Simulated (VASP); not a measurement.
Level of theory: PBE GGA, VASP's PBE PAW potentials (set 64) (plane waves; VASP 6.6.1).

VASP ran on this input.

### POSCAR
```
SrF2
4.1465410
  0.0000000000   0.7071067186   0.7071067186
  0.7071067186   0.0000000000   0.7071067186
  0.7071067186   0.7071067186   0.0000000000
Sr F
1 2
Direct
  0.0000000000   0.0000000000   0.0000000000
  0.7500000000   0.7500000000   0.7500000000
  0.2500000000   0.2500000000   0.2500000000
```

INCAR:
```
SYSTEM = SrF2
PREC = Accurate
ENCUT = 280
EDIFF = 1E-6
NELM = 100
ALGO = Normal
LREAL = .FALSE.
LASPH = .TRUE.
ISMEAR = 0
SIGMA = 0.05
GGA = PE
LMAXMIX = 4
LWAVE = .FALSE.
LCHARG = .FALSE.
ISIF = 2
```

KPOINTS:
```
Automatic mesh
0
Gamma
  8 8 8
0.5 0.5 0.5
```

POTCAR, in this order: Sr_sv F (PBE.64 set). Program: vasp_std.

Output

**OUTCAR**
```
 ion  position               nearest neighbor table
   1  0.000  0.000  0.000-   2 2.54   2 2.54   3 2.54   3 2.54   3 2.54   3 2.54   2 2.54   2 2.54
  LATTYP: Found a face centered cubic cell.
 ALAT       =     5.8640940000
 Subroutine PRICEL returns:
 Original cell was already a primitive cell.
 Subroutine GETGRP returns: Found 48 space group operations
The static configuration has the point symmetry O_h .
The dynamic configuration has the point symmetry O_h .
 Subroutine INISYM returns: Found 48 space group operations
 Subroutine IBZKPT returns following result:
 Found     60 irreducible k-points:

 Following reciprocal coordinates:
            Coordinates               Weight
  0.062500  0.062500  0.062500      8.000000
  0.187500  0.062500  0.062500     24.000000
  0.312500  0.062500  0.062500     24.000000
  0.437500  0.062500  0.062500     24.000000
 -0.437500  0.062500  0.062500     24.000000
 -0.312500  0.062500  0.062500     24.000000
 -0.187500  0.062500  0.062500     24.000000
 -0.062500  0.062500  0.062500     24.000000
  0.187500  0.187500  0.062500     24.000000
  0.312500  0.187500  0.062500     48.000000
...
```

### OSZICAR
```
       N       E                     dE             d eps       ncg     rms          rms(c)
DAV:   1     0.987580610250E+02    0.98758E+02   -0.10154E+04  2024   0.902E+02
DAV:   2    -0.148584239054E+02   -0.11362E+03   -0.11049E+03  2448   0.242E+02
DAV:   3    -0.180567647689E+02   -0.31983E+01   -0.31957E+01  2720   0.442E+01
DAV:   4    -0.181341969772E+02   -0.77432E-01   -0.77428E-01  2632   0.512E+00
DAV:   5    -0.181363633436E+02   -0.21664E-02   -0.21664E-02  2688   0.600E-01    0.157E+01
DAV:   6    -0.173372120823E+02    0.79915E+00   -0.21214E+00  2120   0.927E+00    0.118E+01
DAV:   7    -0.172440853255E+02    0.93127E-01   -0.16632E-01  2896   0.335E+00    0.415E+00
DAV:   8    -0.172540984996E+02   -0.10013E-01   -0.30288E-02  2560   0.189E+00    0.285E-01
DAV:   9    -0.172593062391E+02   -0.52077E-02   -0.48065E-03  2072   0.461E-01    0.208E-01
DAV:  10    -0.172601725405E+02   -0.86630E-03   -0.13688E-03  2208   0.259E-01    0.589E-02
DAV:  11    -0.172602139095E+02   -0.41369E-04   -0.10373E-04  2384   0.705E-02    0.155E-02
DAV:  12    -0.172602175110E+02   -0.36015E-05   -0.26890E-06  2368   0.121E-02    0.843E-03
DAV:  13    -0.172602190580E+02   -0.15470E-05   -0.26336E-06  1888   0.115E-02    0.250E-03
DAV:  14    -0.172602190542E+02    0.37903E-08   -0.21945E-07  2096   0.341E-03
   1 F= -.17260219E+02 E0= -.17260219E+02  d E =-.182810E-23
```

### OUTCAR
```
------------------------ aborting loop because EDIFF is reached ----------------------------------------
  FORCE on cell =-STRESS in cart. coord.  units (eV):
  Direction    XX          YY          ZZ          XY          YZ          ZX
  --------------------------------------------------------------------------------------
  Total      -22.0808152    -22.0808152    -22.0808152     -0.0000000     -0.0000000      0.0000000
  in kB     -701.7507836   -701.7507836   -701.7507836     -0.0000000     -0.0000000      0.0000000
  external PRESSURE =    -701.7507836 kB  Pullay stress =       0.0000000 kB
  volume of cell :       50.41
      direct lattice vectors                 reciprocal lattice vectors
     0.000000000  2.932047000  2.932047000    -0.170529326  0.170529326  0.170529326
     2.932047000  0.000000000  2.932047000     0.170529326 -0.170529326  0.170529326
     2.932047000  2.932047000  0.000000000     0.170529326  0.170529326 -0.170529326
 POSITION                                       TOTAL-FORCE (eV/Angst)
 -----------------------------------------------------------------------------------
      0.00000      0.00000      0.00000        -0.000000      0.000000     -0.000000
      4.39807      4.39807      4.39807         0.000000      0.000000      0.000000
      1.46602      1.46602      1.46602        -0.000000     -0.000000     -0.000000
 -----------------------------------------------------------------------------------
    total drift:                               -0.000000      0.000000      0.000000
  FREE ENERGIE OF THE ION-ELECTRON SYSTEM (eV)
  ---------------------------------------------------
  free  energy   TOTEN  =       -17.2602190542 eV

  energy  without entropy=      -17.2602190542  energy(sigma->0) =      -17.26021905
```
(Selected blocks of OUTCAR.)

At this cut-off the stress carries a Pulay error, which pulls relaxed volumes low.

The structure comes from a computed database's SrF2 entry; how it stands against other phases isn't given here. The cell was not relaxed at this level. The run is one of a series of settings (ENCUT = 280 against the base run), some of them coarse on purpose.
